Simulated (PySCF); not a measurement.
Compound: C4H9NO.
Bonds: C1–C2, C2–O3, O3–C4, C4–C5, C5–N6, C1–N6. Hydrogens: H7, H8 on C1; H9, H10 on C2; H11, H12 on C4; H13, H14 on C5; H15 on N6.

Theory: PySCF, PBE0-D3(BJ)/def2-SVP geometry optimisation, gas phase.

(1) List the bond lengths, angles and torsions at this level.

Results:

(1) 
| bond | length (bohr) | order |
| --- | --- | --- |
| C1–C2, C4–C5 | 2.878 | single |
| C2–O3, O3–C4 | 2.655 | single |
| C1–N6, C5–N6 | 2.744 | single |
| C1–H7 and 3 like bonds | 2.085 | single |
| C2–H9, C4–H11 | 2.103 | single |
| C2–H10, C4–H12 | 2.081 | single |
| N6–H15 | 1.926 | single |

Bonds in one row agree within 0.02 bohr and their mean is given. Orders are formal, as drawn. A selection of angles:
| angle | degrees |
| --- | --- |
| C2–C1–N6 | 112.7 |
| C2–C1–H7 | 110.5 |
| C2–C1–H8 | 108.6 |
| N6–C1–H7 | 109.7 |
| N6–C1–H8 | 108.2 |
| H7–C1–H8 | 107.0 |
| C1–C2–O3 | 111.1 |
| C1–C2–H9 | 109.5 |
| C1–C2–H10 | 111.4 |
| O3–C2–H9 | 110.1 |
| O3–C2–H10 | 107.0 |
| H9–C2–H10 | 107.7 |
| C2–O3–C4 | 112.2 |
| C5–N6–H15 | 109.5 |
| C1–N6–C5 | 110.8 |

Torsions: N6–C1–C2–O3 -54° (synclinal); C1–C2–O3–C4 57° (synclinal); C2–O3–C4–C5 -58° (synclinal); O3–C4–C5–N6 54° (synclinal); C4–C5–N6–C1 -50° (synclinal); C2–C1–N6–C5 50° (synclinal).

N6 (secondary amine nitrogen) is pyramidal (angles 110.8°, 109.6° and 109.5°, sum 329.8°, 0.41 Å off the plane of its three neighbours). The 6-membered ring C1–C2–O3–C4–C5–N6 has internal angles of 110.8° to 112.7°; it is puckered, 0.21 Å rms from its mean plane, widest ring torsion 58°. Of the pairs four or more bonds apart, H9···H11 is among the closest relative to their van der Waals radii: 2.46 Å, 102 % of the sum of Bondi's values.

Point group: Cs (every atom within 0.08 Å of its image). Not checked by PBE0-D3(BJ)/def2-SVP frequencies. One conformer, not necessarily the lowest.

The run took 41 s wall on Arm Neoverse V1, one thread, shared host with 32 logical CPUs at a one-minute load of 9.1, and the process peaked at 0.57 GiB of memory. This is the geometry optimisation.
